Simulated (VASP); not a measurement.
Here is a VASP 6.6.1 calculation.

INCAR

```
ALGO = Normal
EDIFF = 1E-7
ENCUT = 520
GGA = PE
ISIF = 2
ISMEAR = 0
KPAR = 2
LASPH = True
LCHARG = False
LMAXMIX = 4
LREAL = False
LWAVE = False
NBANDS = 33
NELM = 80
PREC = Accurate
SIGMA = 0.03
```

File KPOINTS:

```
k-points
0
Gamma
  6 6 10
```

File POSCAR:

```
TiO2                                    
1.0
    4.5927071378      0.0000000000      0.0000000000
    0.0000000000      4.5927071378      0.0000000000
    0.0000000000      0.0000000000      2.9417409249
  Ti              O             
     2     4
Direct
     0.0000000000000000    0.0000000000000000    0.0000000000000000
     0.5000000000000000    0.5000000000000000    0.5000000000000000
     0.3043249358208021    0.3043249358208021    1.0000000000000000
     0.1956750641791979    0.8043249358208020    0.5000000000000000
     0.6956750641791980    0.6956750641791980    0.0000000000000000
     0.8043249358208020    0.1956750641791979    0.5000000000000000
```

The input KPOINTS_OPT:

```
explicit points
258
Reciprocal
 0.0000000000  0.0000000000  0.0000000000 1
 0.0000000000  0.0263157895  0.0000000000 1
 0.0000000000  0.0526315789  0.0000000000 1
 0.0000000000  0.0789473684  0.0000000000 1
 0.0000000000  0.1052631579  0.0000000000 1
 0.0000000000  0.1315789474  0.0000000000 1
[... 250 lines left out ...]
 0.0000000000  0.0000000000  0.5164739700 1
 0.0000000000  0.0000000000  0.4835260300 1
```

Potentials or basis: VASP PAW PBE potentials, release 64 (Ti_sv, O).

Run with:

```console
$ cat potpaw_PBE.64/Ti_sv/POTCAR potpaw_PBE.64/O/POTCAR > POTCAR
$ mpirun -np 2 vasp_std > vasp.out
```

Task: What does it give for the band gap along the path?

Result: 1.87 eV, direct.

Task: Estimate the band gap on the k mesh.

Result: 1.87 eV, direct.

Task: Estimate the pressure.

Result: 7.4 GPa.

Task: Estimate the largest force.

Result: 0.071 eV/Å.

Levels at the corners of the path, in eV from the valence-band top:
```csv
point,band 21,band 22,band 23,band 24,band 25,band 26,band 27,band 28
Γ,-0.69,-0.45,-0.45,0.00,1.87,2.16,2.43,2.53
X,-1.62,-1.62,-0.75,-0.75,2.54,2.54,3.05,3.05
X,-1.62,-1.62,-0.75,-0.75,2.54,2.54,3.05,3.05
M,-1.29,-1.29,-1.08,-1.08,1.90,1.90,2.55,2.55
M,-1.29,-1.29,-1.08,-1.08,1.90,1.90,2.55,2.55
Γ,-0.69,-0.45,-0.45,0.00,1.87,2.16,2.43,2.53
Γ,-0.69,-0.45,-0.45,0.00,1.87,2.16,2.43,2.53
Z,-2.38,-2.38,-1.43,-1.43,2.99,2.99,3.24,3.24
Z,-2.38,-2.38,-1.43,-1.43,2.99,2.99,3.24,3.24
R,-2.05,-2.05,-1.04,-1.04,1.92,1.92,3.26,3.26
R,-2.05,-2.05,-1.04,-1.04,1.92,1.92,3.26,3.26
A,-1.29,-1.29,-0.67,-0.67,2.61,2.61,3.23,3.23
A,-1.29,-1.29,-0.67,-0.67,2.61,2.61,3.23,3.23
Z,-2.38,-2.38,-1.43,-1.43,2.99,2.99,3.24,3.24
X,-1.62,-1.62,-0.75,-0.75,2.54,2.54,3.05,3.05
R,-2.05,-2.05,-1.04,-1.04,1.92,1.92,3.26,3.26
M,-1.29,-1.29,-1.08,-1.08,1.90,1.90,2.55,2.55
A,-1.29,-1.29,-0.67,-0.67,2.61,2.61,3.23,3.23
```

**Measured values to compare with.**

From “Shallow Valence Band of Rutile GeO2 and P-type Doping”, 2020, arxiv:2011.08928, for a bulk crystal of TiO2 at 1.6 K: band gap 3.03 eV (direct).

A measured gap of TiO2 is 3.03 eV (direct; 1.6 K; quoted in “Shallow Valence Band of Rutile GeO2 and P-type Doping”, 2020, arxiv:2011.08928); the calculated 1.87 eV misses it by -1.16 eV. 2 values of this kind are on record in papers (3.03 to 3.05 eV); this one was drawn at random among those near their median. The value is that of PBE, without temperature or zero-point motion. Semilocal functionals fall short of measured gaps as a rule.
